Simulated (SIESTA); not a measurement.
Crystal: CaF2 (Fluorite).

```
CELL_PARAMETERS angstrom
0.00000 2.73100 2.73100
2.73100 0.00000 2.73100
2.73100 2.73100 0.00000
ATOMIC_POSITIONS crystal
Ca 0.00000 0.00000 0.00000
F 0.75000 0.75000 0.75000
F 0.25000 0.25000 0.25000
```

Base run:

| Item | Value |
| --- | --- |
| Program | SIESTA 5.4.2 |
| Functional | PBEsol |
| Potentials or basis | PseudoDojo 0.4 standard (PBEsol files) |
| Basis | DZP (energy shift 0.003 Ry; two zetas on semicore shells; d shell added on Ca) |
| Grid cutoff | 800 Ry |
| Energy shift | 0.003 Ry |
| k mesh | 8 × 8 × 8 |
| Occupations | fermi-dirac, width 0.05 eV |
| Spin | no spin polarisation |

Its results: band gap on the k mesh 7.15 eV, indirect (least direct gap 7.40 eV); pressure -1.9 GPa.

Task: The run is repeated on the same cell with these changes: functional from PBEsol to AM05. What comes out?

Result: Band gap on the k mesh 7.18 eV, indirect (least direct gap 7.47 eV); pressure -0.6 GPa.

Caveats: the basis of atomic orbitals isn't converged, which shifts pressures, moduli and gaps; the potentials were made for another functional, which shifts forces and pressure (some runs).
